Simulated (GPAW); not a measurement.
Wanted: an ASE script for a GPAW 26.7.0 run.

```
Task                : single point
Functional          : r2SCAN
Potentials or basis : GPAW PAW data sets (gpaw-data 1.2.1)
Cutoff              : 500 eV
Basis               : pw
k mesh              : 6 × 6 × 6
Occupations         : fermi-dirac, width 0.05 eV
Spin                : no spin polarisation
Maxiter             : 80
```

The structure of Sn lies in POSCAR:

```
Sn
1.0
    0.0000000000      3.2333428000      3.2333428000
    3.2333428000      0.0000000000      3.2333428000
    3.2333428000      3.2333428000      0.0000000000
Sn
2
Direct
    0.7500000000      0.7500000000      0.7500000000
    0.5000000000      0.5000000000      0.5000000000
```

This isn't the form of Sn at room conditions, which is tetragonal (white tin).

The input as run:

run.py

```python
from ase.dft.bandgap import bandgap
from ase.io import read, write
from ase.units import GPa
from gpaw import GPAW, PW

atoms = read('POSCAR')

calc = GPAW(mode=PW(500),
            xc='MGGA_X_R2SCAN+MGGA_C_R2SCAN',
            kpts={'size': (6, 6, 6), 'gamma': True},
            occupations={'name': 'fermi-dirac', 'width': 0.05},
            nbands=24,
            convergence={'density': 1e-05, 'energy': 1e-05},
            maxiter=80,
            txt='gpaw.txt')
atoms.calc = calc
energy = atoms.get_potential_energy()
forces = atoms.get_forces()
stress = atoms.get_stress()
calc.write('gs.gpw')
write('result.traj', atoms)
print(f'Energy: {energy:.6f} eV')
print('Forces (eV/A):')
print(forces.round(4))
print('Stress (GPa):', (stress / GPa).round(3))
print('Fermi level:', round(calc.get_fermi_level(), 4), 'eV')
print(f'Gap: {bandgap(calc)[0]:.4f} eV, direct: {bandgap(calc, direct=True)[0]:.4f} eV')
```

Potentials or basis: GPAW PAW data sets (gpaw-data 1.2.1), pw.

Command:

```bash
$ OMP_NUM_THREADS=1 python run.py
```

Results of the run:

| Item | Value |
| --- | --- |
| Pressure | 1.6 GPa |
| Band gap on the k mesh | none (metal or under the smearing width) |

Caveat: the cutoff is short for stress and forces, so pressures can be off by a GPa or more; the PAW data sets were made with another functional, which shifts forces and pressure a little.

It took 32 s on 1 thread of Arm Neoverse V2, on a shared host, peak memory 0.24 GiB.
